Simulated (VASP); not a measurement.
Write the native input for VASP 6.6.1 that does the following.

```
Task                   : electric field gradients
Functional             : PBE
Potentials or basis    : VASP PAW PBE potentials, release 64 (Ba_sv, S)
Cutoff                 : 520 eV
k mesh                 : 8 × 8 × 5
Occupations            : fermi-dirac, width 0.03 eV
Spin                   : no spin polarisation
Dipole correction      : no
Further INCAR settings : ALGO = Normal; EDIFF = 1e-08; NBANDS = 24
```

The structure of BaS lies in POSCAR:

```
BaS
1.0
    5.3806200338      0.0000000000      0.0000000000
   -2.6903100169      4.6597536373      0.0000000000
    0.0000000000      0.0000000000      6.3836288592
Ba S
2 2
Direct
    0.3333333333      0.6666666667     -0.0620025812
    0.6666666667      0.3333333333      0.4379974188
    0.3333333333      0.6666666667      0.4380025812
    0.6666666667      0.3333333333      0.9380025812
```

Measurements of this composition are mostly on another form, of space group No. 225.

These files were run (other wordings do the same):

INCAR

```
SYSTEM = BaS
  ALGO = Normal
  EDIFF = 1E-8
  ENCUT = 520
  GGA = PE
  ISIF = 2
  ISMEAR = -1
  LASPH = .True.
  LCHARG = .False.
  LEFG = .True.
  LREAL = .False.
  LWAVE = .False.
  NBANDS = 24
  NELM = 100
  PREC = Accurate
  SIGMA = 0.03
```

KPOINTS

```
k-points
0
Gamma
  8 8 5
  0 0 0
```

Potentials or basis: VASP PAW PBE potentials, release 64 (Ba_sv, S).

Launch:

```bash
$ cat potpaw_PBE.64/Ba_sv/POTCAR potpaw_PBE.64/S/POTCAR > POTCAR
$ mpirun -np 1 vasp_std > vasp.out
```

It gave:

* Pressure: 0.5 GPa
* Band gap on the k mesh: 2.52 eV, indirect (least direct gap 2.69 eV)

Caveat: spin-orbit coupling is left out, which moves the levels of the heavy elements; an odd mesh through Γ misses points on the zone boundary, where band edges often lie.

It took 110 s on 1 thread of Intel(R) Xeon(R) Platinum 8488C (Sapphire Rapids), on a shared host, peak memory 0.31 GiB.
